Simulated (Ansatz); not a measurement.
Wanted: the native input for an Ansatz 0.2.0 run.

```yaml
Task: relaxation of the atoms
Functional: LDA
Potentials_or_basis: all-electron LAPW, scalar-relativistic
Basis_error_allowed: 0.001 eV/atom
k_mesh: 11 × 6 × 12
Occupations: gaussian, width 0.05 eV
Spin: collinear spin, antiferromagnetic start
Starting_moments: "[4.0, -2.0] μB"
Fixed_moment: 2 μB
Hubbard_terms: Cr d U = 6 eV
```

The system is Cr.

```xyz
2
Lattice="0.0684 -0.0238 2.9377 3.0297 -2.9691 0.0922 1.4669 1.4827 -1.4465" Properties=species:S:1:pos:R:3 pbc="T T T"
Cr    4.4452   -1.5039   -1.3188
Cr    2.9646   -0.0312    0.1040
```

The cell isn't the ideal one: cell strained at random at fixed volume.

These files were run (other wordings do the same):

input.yaml

```yaml
crystal:
  lattice:
    - [0.068447, -0.023755, 2.937705]
    - [3.029695, -2.969087, 0.092201]
    - [1.466923, 1.48272, -1.446506]
  atoms:
    - { symbol: Cr, position: [0.000815, 0.99427, 0.976736], spin: 4.0 }
    - { symbol: Cr, position: [0.500815, 0.49427, 0.976736], spin: -2.0 }
kpoints:
  mp_grid: { grid: [11, 6, 12] }
scf:
  occupations: { method: gaussian, width: 0.05 }
hamiltonian:
  xc: lda
  pseudopotentials: { kind: all_electron, lapw: { basis_error: 0.001 } }
  hubbard:
    sites: [{ species: Cr, l: d, u_eff: 6 }]
    double_counting: fll
    projectors: ortho-atomic
magnetization:
  spin_polarized: true
  initial_magnetization: 2.0
  spin_locking: { lock_magnetization: hard }
output:
  forces: true
  stress: true
  hubbard: {}
relax:
  f_tol: 0.01
  max_steps: 60
```

Potentials or basis: all-electron LAPW, scalar-relativistic.

Launch:

```console
$ ansatz run input.yaml --threads 2 --pin off --max-ram 6144MiB --backend cpu --events-out ev --progress --plain --runs-dir out
```

Results of the run:

```yaml
Energy_gained_by_relaxing: 0.0 meV/atom
Ionic_steps: 2
Pressure_after_relaxing: 48.3 GPa
Absolute_moment: 7.26 μB per cell
Site_moments: Cr +4.09, -2.36 μB
```

Caveat: the k mesh is thin for a metal, which can move the energy by tens of meV per atom; the magnetic state may not be the lowest; U is the effective U less J, on atomic orbitals that reach past the spheres; the total moment is fixed, so each spin has its own Fermi level; the U is typed as a test and isn't derived for this compound.

Wall time 19 min on 2 threads of Arm Neoverse N1, on a shared host, peak memory 1.7 GiB.
